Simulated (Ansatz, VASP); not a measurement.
## MgSe3 in VASP and in Ansatz

Contents of INCAR:

```
PREC     = Accurate       # precision mode
ENCUT    = 520            # plane-wave cutoff, eV
EDIFF    = 1E-6           # SCF threshold, eV
ISMEAR   = 0              # smearing method
SIGMA    = 0.1            # smearing width, eV
LREAL    = F              # projectors in reciprocal space
LASPH    = T              # aspherical terms in the spheres
NELM     = 100            # most SCF steps
ALGO     = Normal         # electronic algorithm
ISIF     = 2              # what is computed and relaxed
LWAVE    = F              # write WAVECAR
LCHARG   = F              # write CHGCAR
GGA      = PE             # functional
NBANDS   = 18             # bands
```

KPOINTS

```
Automatic mesh
0
Gamma
  4 4 4
```

File POSCAR:

```
MgSe3
1.0
    4.6147490600      0.0000000000      0.0000000000
    0.0000000000      4.6147490600      0.0000000000
    0.0000000000      0.0000000000      4.6147490600
Mg Se
1 3
Direct
    0.0000000000      0.0000000000      0.0000000000
    0.5000000000      0.0000000000      0.5000000000
    0.0000000000      0.5000000000      0.5000000000
    0.5000000000      0.5000000000      0.0000000000
```

Input for Ansatz:

```yaml
crystal:
  lattice:
    - [4.61474906, 0.0, 0.0]
    - [0.0, 4.61474906, 0.0]
    - [0.0, 0.0, 4.61474906]
  atoms:
    - { symbol: Mg, position: [0.0, 0.0, 0.0] }
    - { symbol: Se, position: [0.5, 0.0, 0.5] }
    - { symbol: Se, position: [0.0, 0.5, 0.5] }
    - { symbol: Se, position: [0.5, 0.5, 0.0] }
basis:
  ecutwfc: 420
kpoints:
  mp_grid: { grid: [4, 4, 4] }
hamiltonian:
  xc: pbe
scf:
  occupations: { method: gaussian, width: 0.1 }
  lower_state_search: "off"
output:
  forces: true
  stress: true
  eigenvalues: true
```

Change from the starting cell: species swapped into the CeIn3 type (Pm-3m, No. 221).

Alike in both runs: task single point; functional PBE; k mesh 4 × 4 × 4; occupations gaussian, width 0.1 eV; no spin polarisation.

|  | VASP | Ansatz |
| --- | --- | --- |
| version | VASP 6.6.1 | Ansatz 0.2.0 |
| potentials or method | VASP PAW PBE potentials, release 64 (Mg, Se) | scalar-relativistic, plane waves, PAW |
| plane-wave cutoff (eV) | 520 | 420 |
| valence electrons in the cell | 20 | 58 |

|  | VASP | Ansatz | Ansatz less VASP |
| --- | --- | --- | --- |
| gap on the k mesh at the Fermi level (eV) | none | none | - |
| pressure (GPa) | -6.1 | -6.1 | +0.06 |

A gap of «none» marks a metal or a gap that the smearing closes. The two sets of potentials don't hold the same shells in valence.
